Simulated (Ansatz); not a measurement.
# LiF (Aem2) at 2 levels of theory

One geometry, relaxed with PBE; plane waves with PAW potentials in Ansatz, scalar-relativistic. No spin polarisation. Gaps are the least over mesh and band path; pressure is positive in compression.

```cif
data_structure
_symmetry_space_group_name_H-M 'Aem2'
_symmetry_Int_Tables_number 39
_cell_length_a 5.5929
_cell_length_b 9.7298
_cell_length_c 4.8461
_cell_angle_alpha 90.000
_cell_angle_beta 90.000
_cell_angle_gamma 90.000
_cell_volume 263.71
loop_
_atom_site_label
_atom_site_type_symbol
_atom_site_symmetry_multiplicity
_atom_site_Wyckoff_symbol
_atom_site_fract_x
_atom_site_fract_y
_atom_site_fract_z
_atom_site_occupancy
Li1 Li 8 d 0.33910 0.09361 0.30473 1
Li2 Li 4 c 0.84262 0.25000 0.30503 1
F1 F 8 d 0.67392 0.09413 0.19504 1
F2 F 4 c 0.16701 0.25000 0.19543 1
```

| level | cutoff (eV) | k mesh | gap (eV) | pressure (GPa) |
| --- | --- | --- | --- | --- |
| PBE | 420 | 4×6×6 | 7.24 | 0.0 |

Q: What comes out on the same cell with r2SCAN?

A:
| level | cutoff (eV) | k mesh | gap (eV) | pressure (GPa) |
| --- | --- | --- | --- | --- |
| r2SCAN | 500 | 4×6×6 | 7.90 | -2.4 |

Another cell of LiF relaxed alike, in Fm-3m, lies 20 meV/atom lower, so this cell isn't the stable form at this level.

The cell was found from a structure generator's guess, not taken from experiment.
